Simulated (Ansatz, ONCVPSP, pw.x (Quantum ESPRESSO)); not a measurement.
**From atom to crystal: ONCV potential for N**

```
Element                 : N
Generator               : ONCVPSP 4.0.1.1 (patched build)
Type                    : optimised norm-conserving Vanderbilt (ONCV)
Functional              : PBE
Relativity              : scalar-relativistic
Frozen core             : [He]
Valence charge          : 5
Reference configuration : 2s2 2p3
Partial waves           : 2s: rc 1.26 bohr, ncon 4, nbas 7, qcut 8.3 1/bohr, local; 2p: rc 2.50 bohr, ncon 4, nbas 8, qcut 6.3 1/bohr, 1 projector; d scattering state at 0.38 Ha: rc 2.70 bohr, ncon 5, nbas 9, qcut 3.8 1/bohr, 2 projectors, debl 0.5 Ha
Local potential         : the s channel
Core correction         : none
```

Atomic tests: cutoffs needed: 23 Ha and 29 Ha (the cutoffs (Ha) at which the residual kinetic energy of the hardest occupied pseudo-wave falls to 1 and 0.1 mHa per electron); ghost test: no bound ghost flagged; no localised positive-energy state flagged; largest excitation error: +3374 meV (all-electron minus pseudo) for 2s2 2p0, out of 4 test configurations.

Crystal test: bcc N in pw.x 7.5, no spin, 18³ k-points, Fermi–Dirac smearing 0.01 Ry, cutoffs 70/280 Ry. The reference is all-electron LAPW (Ansatz 0.2.0) with the same functional, mesh and smearing; V0 and B0 come from Birch–Murnaghan fits to the pressures at five volumes. Errors are pseudo minus all-electron; Δ is the rms difference of the E(V) curves that follow from these fits, minima aligned, over ±6 % about the mean V0. Mesh and smearing are coarse, so the numbers serve the comparison and aren't converged zero-temperature values; the lattice is a test structure that the element need not adopt. Spin polarisation is left out.

All-electron: a0 = 2.438 Å (V0 = 7.24 Å³/atom), B0 = 184.8 GPa.

Question: How far does the potential miss the all-electron equation of state?

Answer: mean pressure error (GPa): +4.78; a0 (Å): 2.459; a0 error (%): +0.86; B0 error (%): -4.8; Δ (meV/atom): 7.4. The largest radius (2.70 bohr) exceeds half the bond length (2.00 bohr), so the spheres overlap, which is one possible source of error among others. This is a poor potential for the solid.

| V (Å³/atom) | P all-electron (GPa) | P pseudo (GPa) |
| --- | --- | --- |
| 6.885 | 10.40 | 15.68 |
| 7.066 | 4.82 | 9.84 |
| 7.247 | -0.09 | 4.67 |
| 7.428 | -4.43 | 0.10 |
| 7.609 | -8.24 | -3.95 |

Question: At the middle volume, how do free energy and pressure move when the wave cutoff is lowered (ecutrho kept at four times it)?

Answer:

```csv
cutoff (Ry),shift of F (meV/atom),shift of P (GPa)
32,+514.3,-30.08
42,+129.9,-12.16
56,+11.0,-1.75
```

The run at the middle volume (195 k-points, 5 iterations) took about 15 s on one core of a shared host (Neoverse-N1, 64 threads, 124 GiB, load 54).
